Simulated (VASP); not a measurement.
Crystal: KCl.

```
CELL_PARAMETERS angstrom
0.00000 3.56129 3.50728
3.56129 0.00000 3.50728
3.56129 3.56129 0.00000
ATOMIC_POSITIONS crystal
K 0.00000 0.00000 0.00000
Cl 0.25000 0.25000 0.25000
```

The cell was built by a generator and needn't be a form met in nature.

The cell isn't the ideal one: biaxial_xy strain +1.5%.

Base run:

| Property | Result |
| --- | --- |
| Program | VASP 6.6.1 |
| Functional | HSE06 |
| Potentials or basis | VASP PAW PBE potentials, release 64 (K_sv, Cl) |
| Cutoff | 520 eV |
| k mesh | 4 × 4 × 4 |
| Occupations | gaussian, width 0.01 eV |
| Spin | no spin polarisation |

Its results: band gap on the k mesh 5.95 eV, indirect (least direct gap 5.98 eV); pressure -0.2 GPa.

**Question.** The run is repeated on the same cell with these changes: functional from HSE06 to r2SCAN; k mesh from 4 × 4 × 4 to 6 × 6 × 6. What comes out?

**Answer.** Band gap on the k mesh 5.30 eV, indirect (least direct gap 5.32 eV); pressure -0.4 GPa.

Several settings changed at once, so the effect can't be laid on one alone.

Caveats: the PAW data sets were made with another functional, which shifts forces and pressure a little.

A k mesh can miss the band edges.
